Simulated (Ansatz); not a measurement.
Band structure of Eu

```
Eu
1.0
     0.00000    2.74182    2.74182
     2.74182    0.00000    2.74182
     2.74182    2.74182    0.00000
Eu
1
Direct
  0.00000 0.00000 0.00000
```

The cell was built from the fcc type and relaxed in the same program, and has space group Fm-3m; it needn't be a known or the stable phase.

Semilocal functionals without a Hubbard term describe localised f shells poorly; where the shell is localised, the real material differs.

Other magnetic orders may lie lower; this is the state that the run reached.

No spin–orbit coupling, which matters for the heavy atoms here.

The calculation used Ansatz 0.2.0, DFT, PBE, all-electron LAPW, scalar-relativistic.

Sampling and basis: a Γ-centred 12×12×12 k mesh, Fermi–Dirac smearing of 0.03 eV, basis error target 1 meV/atom, spin-polarised from start moments Eu 7 μB, ending with a cell moment of 7.55 μB.

Points in fractions of the reciprocal vectors of this cell: Γ (0, 0, 0), X (0.5, 0, 0.5), U (0.625, 0.25, 0.625), K (0.375, 0.375, 0.75), L (0.5, 0.5, 0.5), W (0.5, 0.25, 0.75). The path joins them by straight lines in the order Γ–X–U–K–Γ–L–W–X; legs that retrace an earlier one aren't tabulated. Energies are in eV from the Fermi level.

Q: Is there a gap?

A: none: bands cross the Fermi level, a metal.

Q: List the levels between -5 and 1.5 eV at the symmetry points.

A: 
Γ spin-up: -4.45, -0.60, -0.48 (×3), -0.36 (×3)
Γ spin-down: -3.42
X spin-up: -1.53, -0.71, -0.51 (×3), -0.47, -0.38 (×2), -0.36
X spin-down: -0.66, 0.44
U spin-up: -0.97, -0.55, -0.50, -0.48, -0.48, -0.40, -0.37, -0.36, -0.23, 1.07
U spin-down: 0.06, 0.78
K spin-up: -0.97, -0.55, -0.50, -0.48, -0.48, -0.40, -0.37, -0.36, -0.23, 1.07
K spin-down: 0.06, 0.78
L spin-up: -1.88, -0.58, -0.52 (×2), -0.45, -0.36 (×2), -0.36, 0.65
L spin-down: -0.78
W spin-up: -0.74, -0.57, -0.52 (×2), -0.47 (×2), -0.36, -0.22, 0.40 (×2)
W spin-down: 0.31, 1.48 (×2)
